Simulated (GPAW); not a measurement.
Runs of GPAW 26.7.0 on FeO. It takes space group Pm-3m (No. 221, cubic). Conventional cell: a = 2.577 Å, b = 2.577 Å, c = 2.577 Å, α = 90.00°, β = 90.00°, γ = 90.00°. Fe (site symmetry m-3m) is surrounded by 8 O at 2.23 Å. O (site symmetry m-3m) has 8 Fe at 2.23 Å as nearest neighbours. The cell comes from a database or a generator and needn't be the stable form of this composition.

```tsv
cell	site radius	gap on the mesh (eV)	moment (μB)
Pm-3m, 8.56 Å³/atom	1.06	none	3.89
Pm-3m, 8.74 Å³/atom	1.067	none	3.93
Pm-3m, 9.09 Å³/atom	1.082	none	(a)
Pm-3m, 8.92 Å³/atom	1.075	none	3.96
```

Alike in all rows: task magnons; level LDA; potentials or basis the program's PAW data sets (release 1.2.1) made for this functional, pw; spin collinear, ferromagnetic start; k mesh 8 × 8 × 8; cutoff (eV) 550; smearing fermi-dirac 0.05 eV.

Task: Estimate the missing entries.

Result: (a) 3.99.

Caveats: the number of bands moves the energies at small q by some ten meV; the exchange constants hang on this mesh and on the site radius; magnon energies are noisy on this mesh; a cell with one magnetic atom can't hold antiferromagnetic order, which such compounds often take; semilocal functionals often make such compounds metallic where correlation or magnetic order opens a gap, which also shifts bond lengths.

A gap of «none» marks a metal or a gap under the smearing width.
